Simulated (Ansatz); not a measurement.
**MoS₂: the gap under strain, fitted and tested**

Plane-wave DFT in Ansatz, PBE+D3(BJ), scalar-relativistic PAW potentials, cutoff 420 eV, no spin-orbit coupling; no spin polarisation. MoS₂ in space group P-3m1, a structure that wasn't matched to a measured phase. Biaxial strain in the a-b plane; c and atoms relaxed (conventional cell); Kohn–Sham gaps sought over the whole zone.

| strain (%) | space group | gap (eV) |
| --- | --- | --- |
| -3.0 | P6_3/mmc | ? |
| -2.0 | P6_3/mmc | 0.822 |
| -1.0 | P6_3/mmc | 0.793 |
| +0.0 | P-3m1 | 0.772 |
| +1.0 | P6_3/mmc | 0.749 |
| +2.0 | P6_3/mmc | 0.667 |
| +3.0 | P6_3/mmc | 0.495 |

Task: Fit the given gaps and predict the missing one.

Result: Next to zero the slopes are -21 meV per % on the compressed side and -23 on the stretched side. No break shows at zero, so all given rows go into a parabola: E_g = 0.791 -0.0410 ε -0.01712 ε² eV (ε in %; scatter 20 meV). At -3.0 % this gives 0.760 eV; the run gave 0.857 eV, 97 meV away. The fit is poor: the slope drops sharply between +1.0 and +2.0 %, the mark of another band or valley taking over an edge, which one smooth curve can't follow.

Cost: about 3.5 core-minutes for the runs cited, on Intel Xeon 6975P-C (Granite Rapids) (shared hosts).